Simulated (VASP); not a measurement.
# Si2Ni (Fm-3m) in VASP: a series of runs, part 2 of 2

VASP 6.6.1. Earlier steps stand in the parts before.

**4. Relaxation of cell and atoms, LDA**

Input file INCAR:

```
SYSTEM = Si2Ni
  PREC = Accurate
  ENCUT = 600
  EDIFF = 1E-6
  ISMEAR = 1
  SIGMA = 0.1
  LREAL = .False.
  LASPH = .True.
  NELM = 80
  ALGO = Normal
  ISIF = 3
  LWAVE = .False.
  LCHARG = .False.
  IBRION = 2
  NSW = 90
  EDIFFG = -0.01
```

Input file KPOINTS:

```
regular mesh
0
Gamma
  12 12 12
  0 0 0
```

Input file POSCAR:

```
Si2Ni
1.0
    0.0000000000      2.7030000000      2.7030000000
    2.7030000000      0.0000000000      2.7030000000
    2.7030000000      2.7030000000      0.0000000000
Si Ni
2 1
Direct
    0.2500000000      0.2500000000      0.2500000000
    0.7500000000      0.7500000000      0.7500000000
    0.0000000000      0.0000000000      0.0000000000
```

Potentials or basis: VASP PAW LDA potentials, release 64 (Si, Ni).

Run with:

```bash
cat potpaw_LDA.64/Si/POTCAR potpaw_LDA.64/Ni/POTCAR > POTCAR
mpirun -np 1 vasp_std > vasp.out
```

OUTCAR:

```text
SYSTEM = Si2Ni
   PREC = Accurate
   ENCUT = 600
   EDIFF = 1E-6
   ISMEAR = 1
   LREAL = .False.
   LASPH = .True.
   NELM = 80
   ISIF = 3
   IBRION = 2
   NSW = 90
   EDIFFG = -0.01

 ion  position               nearest neighbor table
   1  0.250  0.250  0.250-   3 2.34   3 2.34   3 2.34   3 2.34   2 2.70   2 2.70   2 2.70   2 2.70
                             2 2.70   2 2.70
   2  0.750  0.750  0.750-   3 2.34   3 2.34   3 2.34   3 2.34   1 2.70   1 2.70   1 2.70   1 2.70
                             1 2.70   1 2.70
   3  0.000  0.000  0.000-   2 2.34   1 2.34   2 2.34   1 2.34   2 2.34   2 2.34   1 2.34   1 2.34

  LATTYP: Found a face centered cubic cell.
 ALAT       =     5.4060000000

  Lattice vectors:

 A1 = (   0.0000000000,   2.7030000000,   2.7030000000)
 A2 = (   2.7030000000,   0.0000000000,   2.7030000000)
 A3 = (   2.7030000000,   2.7030000000,   0.0000000000)

Analysis of symmetry for initial positions (statically):
=====================================================================
 Subroutine PRICEL returns:
 Original cell was already a primitive cell.

 Routine SETGRP: Setting up the symmetry group for a
 face centered cubic supercell.

 Subroutine GETGRP returns: Found 48 space group operations
 (whereof 48 operations were pure point group operations)
 out of a pool of 48 trial point group operations.
[... 177 lines left out ...]
  external PRESSURE =     -48.9450055 kB  Pullay stress =       0.0000000 kB
[... 61 lines left out ...]
--------------------------------------- Ionic step        3  -------------------------------------------

 number of electron      18.0000007 magnetization

 Free energy of the ion-electron system (eV)
  ---------------------------------------------------
  ext. energy  EPLUGINS =         0.00000000
  ---------------------------------------------------
  free energy    TOTEN  =       -19.89801341 eV

  energy without entropy =      -19.89751882  energy(sigma->0) =      -19.89784854

 E-fermi :  10.8104     XC(G=0): -11.8996

 val. band max:       10.7965687405   @ k =  -0.4167   0.4167   0.0000
 cond. band min:      10.8220579007   @ k =  -0.2500   0.0833   0.0000
 fundamental gap:      0.0254891602
 Fermi energy:        10.8103833135

 k-point     1 :       0.0000    0.0000    0.0000
  band No.  band energies     occupation
      1      -3.2815      2.00000
      2       5.3819      2.00000
      3       5.3819      2.00000
      4       5.3819      2.00000
      5       7.1104      2.00000
      6       7.1104      2.00000
      7      10.6881      2.07091
      8      12.5691     -0.00000
      9      12.5691     -0.00000
     10      12.5691     -0.00000
     11      13.0589      0.00000
     12      13.0589      0.00000
     13      13.0589      0.00000
[... 354 lines left out ...]
  band No.  band energies     occupation
      1       0.2001      2.00000
      2       1.0733      2.00000
      3       5.1716      2.00000
      4       5.9759      2.00000
      5       6.4222      2.00000
      6       7.0404      2.00000
      7       7.3001      2.00000
      8       8.2025      2.00000
      9       8.9782      2.00000
     10      11.5901     -0.00000
     11      13.5139      0.00000
     12      14.5156      0.00000
     13      15.9669      0.00000

 [... further k-points ...]
[... 5 lines left out ...]
  --------------------------------------------------------------------------------------
  -------------------------------------------------------------------------------------
  Total       -0.0085730     -0.0085730     -0.0085730      0.0000000      0.0000000     -0.0000000
  in kB       -0.3587575     -0.3587575     -0.3587575      0.0000000      0.0000000     -0.0000000
  external PRESSURE =      -0.3587575 kB  Pullay stress =       0.0000000 kB
[... 18 lines left out ...]
  FREE ENERGIE OF THE ION-ELECTRON SYSTEM (eV)
  ---------------------------------------------------
  free  energy   TOTEN  =       -19.8980134059 eV

  energy  without entropy=      -19.8975188230  energy(sigma->0) =      -19.89784854

 reached required accuracy - stopping structural energy minimisation
```

OSZICAR:

```text
N       E                     dE             d eps       ncg     rms          rms(c)
DAV:   1     0.764946524902E+02    0.76495E+02   -0.87601E+03  1872   0.160E+03
[... 27 lines left out ...]
DAV:   2    -0.204922950748E+02   -0.37707E+00   -0.42645E+00  2446   0.581E+01    0.673E+00
DAV:   3    -0.199064328312E+02    0.58586E+00   -0.21889E+00  2210   0.380E+01    0.102E+00
DAV:   4    -0.198992345685E+02    0.71983E-02   -0.56566E-02  2215   0.378E+00    0.347E-01
DAV:   5    -0.198981304317E+02    0.11041E-02   -0.22107E-03  3018   0.660E-01    0.125E-01
DAV:   6    -0.198980127279E+02    0.11770E-03   -0.12196E-04  2777   0.201E-01    0.378E-02
DAV:   7    -0.198980134903E+02   -0.76238E-06   -0.17201E-05  2918   0.598E-02    0.119E-02
DAV:   8    -0.198980134059E+02    0.84359E-07   -0.88103E-07  1316   0.166E-02
   3 F= -.19898013E+02 E0= -.19897849E+02  d E =-.188588E-01
```

It took 90 s on 1 thread of Intel Xeon Platinum 8259CL at 2.50GHz (Skylake/Cascade Lake), shared host; peak memory 0.19 GiB.

What came out:

```yaml
Free_energy: -19.8980 eV
Relaxed_volume: 12.76 Å³/atom
Relaxed_cell: a = 3.783 Å, b = 3.783 Å, c = 3.783 Å, α = 60.00°, β = 60.00°, γ = 60.00°
Space_group_after_relaxing_to_0.05_Å: Fm-3m (No. 225)
Energy_gained_by_relaxing: 6.3 meV/atom
Ionic_steps: 3
Pressure_after_relaxing: 0.0 GPa
Band_gap_on_the_k_mesh: none (metal or under the smearing width)
```

Step by step:
```tsv
step	energy change (eV)	largest force (eV/Å)	pressure (GPa)	volume (Å³)
1	0.0000	0.0000	-4.89	39.50
2	-0.0034	0.0000	5.00	37.24
3	-0.0189	0.0000	-0.04	38.29
```

Final structure:
```yaml
crystal:
  lattice:
    - [0.00000, 2.67509, 2.67509]
    - [2.67509, 0.00000, 2.67509]
    - [2.67509, 2.67509, 0.00000]
  atoms:
    - { symbol: Si, position: [0.25000, 0.25000, 0.25000] }
    - { symbol: Si, position: [0.75000, 0.75000, 0.75000] }
    - { symbol: Ni, position: [0.00000, 0.00000, 0.00000] }
```

**5. Relaxation of cell and atoms, LDA**

This run uses another cell than the first one, of 12.76 Å³/atom, 0.969 times its volume.

Edit INCAR of step 4 so:

```diff
@@ -3,3 +3,3 @@
   ENCUT = 600
-  EDIFF = 1E-6
+  EDIFF = 1E-7
   ISMEAR = 1
@@ -15,2 +15,2 @@
   NSW = 90
-  EDIFFG = -0.01
+  EDIFFG = -0.005
```

KPOINTS is that of step 4.

Input file POSCAR:

```
Si2Ni                                   
1.0
   -0.0000000000      2.6750853430      2.6750853430
    2.6750853430     -0.0000000000      2.6750853430
    2.6750853430      2.6750853430      0.0000000000
  Si              Ni            
     2     1
Direct
     0.2500000000000000    0.2500000000000000    0.2500000000000000
     0.7500000000000000    0.7500000000000000    0.7500000000000000
     0.0000000000000000    0.0000000000000000    0.0000000000000000
```

Run with:

```bash
cat potpaw_LDA.64/Si/POTCAR potpaw_LDA.64/Ni/POTCAR > POTCAR
mpirun -np 1 vasp_std > vasp.out
```

Run time: 63 s. Hardware: 1 thread of Intel Xeon Platinum 8259CL at 2.50GHz (Skylake/Cascade Lake), shared host; peak memory 0.18 GiB.

Results (log left out):

```yaml
Free_energy: -19.8977 eV
Pressure_after_relaxing: 0.0 GPa
Band_gap_on_the_k_mesh: none (metal or under the smearing width)
```

Final structure:
```xyz
3
Lattice="0.0000 2.6751 2.6751 2.6751 0.0000 2.6751 2.6751 2.6751 0.0000" Properties=species:S:1:pos:R:3 pbc="T T T"
Si    1.3375    1.3375    1.3375
Si    4.0126    4.0126    4.0126
Ni    0.0000    0.0000    0.0000
```

Levels at points of the mesh, in eV from the Fermi level:
```tsv
k point	band 6	band 7	band 8	band 9	band 10	band 11	band 12	band 13
(0.00, 0.00, 0.00)	-3.70	-0.12	1.76	1.76	1.76	2.25	2.25	2.25
(0.50, 0.00, 0.00)	-3.52	-3.52	-1.49	-1.49	1.79	1.84	1.84	2.75
(0.50, 0.50, 0.00)	-3.82	-3.82	-3.61	-3.28	-0.41	1.33	7.79	8.48
```

Caveat: the relaxation stopped at its first step, so nothing moved.
